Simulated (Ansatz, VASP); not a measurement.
## GaAs: 3 runs at one level of theory

The starting cell:

```xyz
2
Lattice="0.0000 2.8268 2.8268 2.8268 0.0000 2.8268 2.8268 2.8268 0.0000" Properties=species:S:1:pos:R:3 pbc="T T T"
As    4.2403    4.2403    4.2403
Ga    0.0000    0.0000    0.0000
```

Alike in all runs: task relaxation of cell and atoms; functional PBEsol; dispersion D4; k mesh 8 × 8 × 8; occupations fermi-dirac, width 0.05 eV; no spin polarisation; no spin-orbit coupling.

```json
{"program and potentials": "Ansatz, Ansatz PAW", "plane-wave cutoff (eV)": "420", "notes": "potentials made for PBE, which Ansatz adapts in part; 14 valence electrons an atom on average", "equilibrium volume (Å³/atom)": "22.14"}
{"program and potentials": "Ansatz, all-electron LAPW, scalar-relativistic", "plane-wave cutoff (eV)": "-", "notes": "-", "equilibrium volume (Å³/atom)": "22.15"}
{"program and potentials": "VASP, PBE PAW files As, Ga_d, 600 eV", "plane-wave cutoff (eV)": "600", "notes": "potentials made for PBE; 9 valence electrons an atom on average", "equilibrium volume (Å³/atom)": "22.19"}
```

The equilibrium volume spans 22.14 (Ansatz, Ansatz PAW) to 22.19 Å³/atom (VASP, PBE PAW files As, Ga_d, 600 eV), with all-electron results at 22.15. Relaxations stop with a little pressure left, so the last digit of a volume isn't settled.

Differences between rows come from potentials, basis sets and numerical settings, since the functional is the same but for its coding. Runs on potential files found faulty are left out.
